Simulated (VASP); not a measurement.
# AlPt: core levels with PBEsol

Crystal: AlPt.

```
Al Pt
1.0
     0.00000    4.87893    4.87893
     4.87893    0.00000    4.87893
     4.87893    4.87893    0.00000
Al Pt
8 8
Cartesian
  4.1180 4.1180 4.1180
  8.9969 8.9969 8.9969
  3.2004 5.6399 6.5574
  8.0794 5.6399 6.5574
  6.5574 3.2004 5.6399
  6.5574 8.0794 5.6399
  5.6399 6.5574 3.2004
  5.6399 6.5574 8.0794
  0.7565 0.7565 0.7565
  5.6355 5.6355 5.6355
  1.6829 4.1224 3.1960
  6.5619 4.1224 3.1960
  3.1960 1.6829 4.1224
  3.1960 6.5619 4.1224
  4.1224 3.1960 1.6829
  4.1224 3.1960 6.5619
```

The cell is a database's computed one.

```
Program                : VASP 6.6.1
Task                   : core levels
Functional             : PBEsol
Potentials or basis    : VASP PAW PBE potentials, release 64 (Al, Pt)
Cutoff                 : 520 eV
k mesh                 : 3 × 3 × 3
Occupations            : methfessel-paxton, width 0.1 eV
Spin                   : no spin polarisation
Further INCAR settings : ALGO = Normal; EDIFF = 1e-06
```

The pressure is -1.4 GPa, the largest force is 0.087 eV/Å and the band gap on the k mesh is none (metal or under the smearing width).

Forces on the atoms (eV/Å):
```
Al  -0.007 -0.007 -0.007
Al  -0.007 -0.007 -0.007
Al   0.007  0.007 -0.007
Al   0.007  0.007 -0.007
Al  -0.007  0.007  0.007
Al  -0.007  0.007  0.007
Al   0.007 -0.007  0.007
Al   0.007 -0.007  0.007
Pt  -0.050 -0.050 -0.050
Pt  -0.050 -0.050 -0.050
Pt   0.050  0.050 -0.050
Pt   0.050  0.050 -0.050
Pt  -0.050  0.050  0.050
Pt  -0.050  0.050  0.050
Pt   0.050 -0.050  0.050
Pt   0.050 -0.050  0.050
```

Levels at points of the mesh, in eV from the Fermi level:
```csv
k point,band 50,band 51,band 52,band 53,band 54,band 55
"(0.00, 0.00, 0.00)",-0.81,-0.81,-0.81,-0.22,-0.22,-0.22
```

Core levels (eV, on the scale of the bands):
| atom | levels |
| --- | --- |
| 1 Al | 1s -1495.5, 2s -92.7, 2p -54.1 |
| 2 Al | 1s -1495.5, 2s -92.7, 2p -54.1 |
| 3 Al | 1s -1495.5, 2s -92.7, 2p -54.1 |
| 4 Al | 1s -1495.5, 2s -92.7, 2p -54.1 |
| 5 Al | 1s -1495.5, 2s -92.7, 2p -54.1 |
| 6 Al | 1s -1495.5, 2s -92.7, 2p -54.1 |

Wall time 23 s on 4 MPI ranks on AMD EPYC 9R45 96-Core Processor (Zen 5), on a shared host, peak memory 0.37 GiB a rank.

Caveat: the k mesh is coarse (spacing up to 0.37 Å⁻¹), so the values aren't converged; the PAW data sets were made with another functional, which shifts forces and pressure a little. The run has no spin-orbit coupling, so splittings on Pt are missing.
